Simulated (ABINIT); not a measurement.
Ti:

```
Ti
1.0
    -1.64100    1.64100    1.64100
     1.64100   -1.64100    1.64100
     1.64100    1.64100   -1.64100
Ti
1
Direct
  0.00000 0.00000 0.00000
```

This isn't the form of Ti at room conditions, which is hcp.

Program: ABINIT 10.8.3 (patched build). Alike in all runs: potentials or basis JTH PAW PBE v2.0; no spin polarisation; cell as given; cutoff (eV) 408; smearing fermi-dirac 0.05 eV.

Problem. Order these runs on this cell by their pressure, lowest first.
A. level HCTH407; k mesh 11 × 11 × 11; mesh quality not flagged
B. level revPBE; k mesh 11 × 11 × 11; mesh quality not flagged
C. level PBEsol; k mesh 4 × 4 × 4; mesh quality coarse

Solution. C (-5.6 GPa), A (-3.8 GPa), B (0.0 GPa).

Caveats: some runs use coarse meshes; the PAW data sets were made with another functional, which shifts forces and pressure a little.

Runs at the PBE level aren't shown here.
